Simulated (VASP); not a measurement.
## CdSe in VASP 6.6.1, single-point calculation

INCAR

```
PREC = Accurate
ISMEAR = -1
LREAL = .FALSE.
NSW = 0
NBANDS = 16
EDIFF = 1E-7
LWAVE = .FALSE.
LDAUTYPE = 2
LCHARG = .FALSE.
LDAUU = 4 4 4
IBRION = -1
GGA = PE
LDAUL = 2 2 2
SIGMA = 0.02
NELM = 90
LASPH = .TRUE.
ISIF = 2
ENCUT = 520
LDAU = .TRUE.
```

KPOINTS

```
KPOINTS created by Atomic Simulation Environment
0
Gamma
8 8 8
0 0 0
```

POSCAR

```
Cd Se
 1.0000000000000000
     0.0000000000000000    3.0677809653998871    3.0677809653998871
     3.0677809653998871    0.0000000000000000    3.0677809653998871
     3.0677809653998871    3.0677809653998871    0.0000000000000000
 Cd  Se
   1   1
Cartesian
  0.0000000000000000  0.0000000000000000 -0.0000000000000000
  1.5338904826999433  1.5338904826999433  1.5338904826999433
```

The recommended PBE PAW datasets give the neutral cell 18 valence electrons.

Command

```
mpirun -np 1 vasp_std
```

Predict the outcome of this run.

It converged. Results: gap between bands v and c on the k mesh 0.76 eV; least direct gap on the k mesh 0.76 eV; pressure 1.7 GPa. Band v is the last that the valence electrons fill when counted band by band, and c is the next.

OSZICAR

```
N       E                     dE             d eps       ncg     rms          rms(c)
DAV:   1     0.107266561743E+03    0.10727E+03   -0.89343E+03   952   0.100E+03
DAV:   2    -0.925816771909E+00   -0.10819E+03   -0.10350E+03  1160   0.243E+02
DAV:   3    -0.513590182249E+01   -0.42101E+01   -0.42046E+01  1088   0.528E+01
DAV:   4    -0.515338011289E+01   -0.17478E-01   -0.17478E-01  1232   0.347E+00
DAV:   5    -0.515348447498E+01   -0.10436E-03   -0.10436E-03  1120   0.228E-01    0.663E+00
DAV:   6    -0.483737201574E+01    0.31611E+00   -0.51385E-01  1104   0.792E+00    0.494E+00
DAV:   7    -0.482822329082E+01    0.91487E-02   -0.15725E-01  1056   0.256E+00    0.199E+00
DAV:   8    -0.483158484000E+01   -0.33615E-02   -0.15887E-02  1024   0.150E+00    0.314E-01
DAV:   9    -0.483207091197E+01   -0.48607E-03   -0.17727E-03  1112   0.512E-01    0.808E-02
DAV:  10    -0.483211480692E+01   -0.43895E-04   -0.17495E-04  1232   0.171E-01    0.435E-02
DAV:  11    -0.483217998922E+01   -0.65182E-04   -0.10114E-04  1112   0.640E-02    0.165E-02
DAV:  12    -0.483217999719E+01   -0.79710E-08   -0.86951E-07  1136   0.697E-03
   1 F= -.48321800E+01 E0= -.48321800E+01  d E =-.352583E-10
```

Standard output (part)

```
POSCAR found type information on POSCAR CdSe
 POSCAR found :  2 types and       2 ions
 LDA part: xc-table for (Slater+PW92), standard interpolation
 POSCAR, INCAR and KPOINTS ok, starting setup
 WAVECAR not read
 entering main loop
```

These settings aren't sound, so the numbers aren't properties of the crystal.

The fault: wrong count of Hubbard values.

On sound settings PBE gives a gap of 0.55 eV on its mesh and a pressure of 1.7 GPa for the intended cell. This run's energy (σ→0) differs from it by 328 meV an atom.
